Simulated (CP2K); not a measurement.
ZrO2 under changes of volume

One of the cells (10.990 Å³/atom); the others are scaled copies at fixed shape and fractional positions:

```xyz
3
Lattice="3.5993 0.0000 0.0000 1.7996 3.1171 0.0000 1.7996 1.0390 2.9388" Properties=species:S:1:pos:R:3 pbc="T T T"
Zr    0.0000    0.0000    0.0000
O     5.3989    3.1171    2.2041
O     1.7996    1.0390    0.7347
```

Measurements of this composition are mostly on another form, of space group No. 14.

| Quantity | Value |
| --- | --- |
| Program | CP2K 2026.2 |
| Functional | PBE |
| Potentials or basis | POTENTIAL_UZH Zr GTH-PBE-q12, O GTH-PBE-q6; TZVP-MOLOPT-PBE-GTH basis |
| Density cutoff | 8163 eV |
| k mesh | 9 × 9 × 9 |
| Occupations | fermi-dirac, width 0.05 eV |
| Spin | no spin polarisation |

```csv
volume (Å³/atom),energy over the lowest point (meV/atom),pressure (GPa),gap on the mesh (eV)
10.331,63.90,24.0,3.66
10.551,35.63,17.3,3.60
10.770,16.11,11.2,3.54
10.990,?,?,?
11.210,0.00,0.8,3.43
11.430,1.94,-3.6,3.37
11.650,9.47,-7.6,3.32
```

Q: What does the run at 10.990 Å³/atom give?

A: Energy over the lowest point 4.49 meV/atom; pressure 5.8 GPa; gap on the mesh 3.49 eV.

Worked out: A Birch-Murnaghan fit of order 3 (a polynomial in V^(-2/3)) to the other rows has its minimum at 11.25 Å³/atom with B0 = V·E''(V) = 232 GPa and B' = 4.5. It gives 4.53 meV/atom at 10.990 Å³/atom, against the run's 4.49, and -dE/dV = 5.8 GPa, against 5.8. A straight line through the other rows of the gap, of slope -2.84 eV per unit of ln V, gives 3.48 eV, against the run's 3.49.

Energies are extrapolated to zero smearing.

Caveats: an odd mesh through Γ misses points on the zone boundary, where band edges often lie; the basis of atomic orbitals isn't converged, which shifts pressures, moduli and gaps. Spin-orbit coupling on Zr is left out.
